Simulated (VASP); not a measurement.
A run of VASP 6.6.1:

File INCAR:

```
SYSTEM = MnSi
ALGO     = Normal         ! electronic algorithm
AMIX     = 0.2          
AMIX_MAG = 0.8          
BMIX     = 1E-4         
BMIX_MAG = 1E-4         
EDIFF    = 1E-6           ! SCF threshold, eV
ENCUT    = 600            ! plane-wave cutoff, eV
GGA      = PE             ! functional
ISIF     = 2              ! what is computed and relaxed
ISMEAR   = 1              ! smearing method
ISPIN    = 2              ! spin polarisation
KPAR     = 4            
LASPH    = .TRUE.         ! aspherical terms in the spheres
LCHARG   = .FALSE.        ! write CHGCAR
LMAXMIX  = 4              ! l up to which the mixer works
LORBIT   = 11             ! projections on sites
LREAL    = .FALSE.        ! projectors in reciprocal space
LWAVE    = .FALSE.        ! write WAVECAR
MAGMOM   = 3.5 3.5 3.5 -3.5 0 0 0 0 ! initial moments
NBANDS   = 48             ! bands
NELM     = 150            ! most SCF steps
PREC     = Accurate       ! precision mode
SIGMA    = 0.1            ! smearing width, eV
```

KPOINTS

```
k-points
0
G
  8 8 8
  0 0 0
```

File POSCAR:

```
MnSi
1.0
    4.5480000000      0.0000000000      0.0000000000
    0.0000000000      4.5480000000      0.0000000000
    0.0000000000      0.0000000000      4.5480000000
Mn Si
4 4
Direct
    0.1380000000      0.1380000000      0.1380000000
    0.3620000000      0.8620000000      0.6380000000
    0.6380000000      0.3620000000      0.8620000000
    0.8620000000      0.6380000000      0.3620000000
    0.8460000000      0.8460000000      0.8460000000
    0.6540000000      0.1540000000      0.3460000000
    0.3460000000      0.6540000000      0.1540000000
    0.1540000000      0.3460000000      0.6540000000
```

Potentials or basis: VASP PAW PBE potentials, release 64 (Mn_pv, Si).

Command:

```console
$ cat potpaw_PBE.64/Mn_pv/POTCAR potpaw_PBE.64/Si/POTCAR > POTCAR
$ mpirun -np 4 vasp_std > vasp.out
```

Hardware: 4 MPI ranks on Intel(R) Xeon(R) Platinum 8488C (Sapphire Rapids), with other jobs on the host.

Question: Estimate the wall time of this run.

Answer: It took 5.4 min on 4 MPI ranks on Intel(R) Xeon(R) Platinum 8488C (Sapphire Rapids), with other jobs on the host, peak memory 0.72 GiB a rank. Counts: scf iterations 21, k points 90.
